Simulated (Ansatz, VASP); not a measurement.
## B: VASP beside Ansatz

```
B
1.0
     2.89679    0.00000    0.00000
    -1.44839    2.50869    0.00000
     0.00000    0.00000    2.87294
B
3
Direct
  0.00000 0.00000 0.00000
  0.33333 0.66667 0.50000
  0.66667 0.33333 0.50000
```

Alike in both runs: task single point; functional r2SCAN; k mesh 14 × 14 × 12; occupations fermi-dirac, width 0.1 eV; no spin polarisation.

|  | VASP | Ansatz |
| --- | --- | --- |
| version | VASP 6.6.1 | Ansatz 0.2.0 |
| potentials or method | VASP PAW PBE potentials, release 64 (B) | plane waves (500 eV) with PAW, scalar-relativistic |
| plane-wave cutoff (eV) | 520 | 500 |
| valence electrons in the cell | 9 | 9 |

Ansatz gave:

* pressure (GPa): -8.2
* largest component of the traceless stress (GPa): 2.55

Task: What did VASP give for the same quantities?

Result: Pressure (GPa): -8.1; largest component of the traceless stress (GPa): 2.51.

Caveats: the PAW data sets were made with another functional, which shifts forces and pressure a little (VASP).
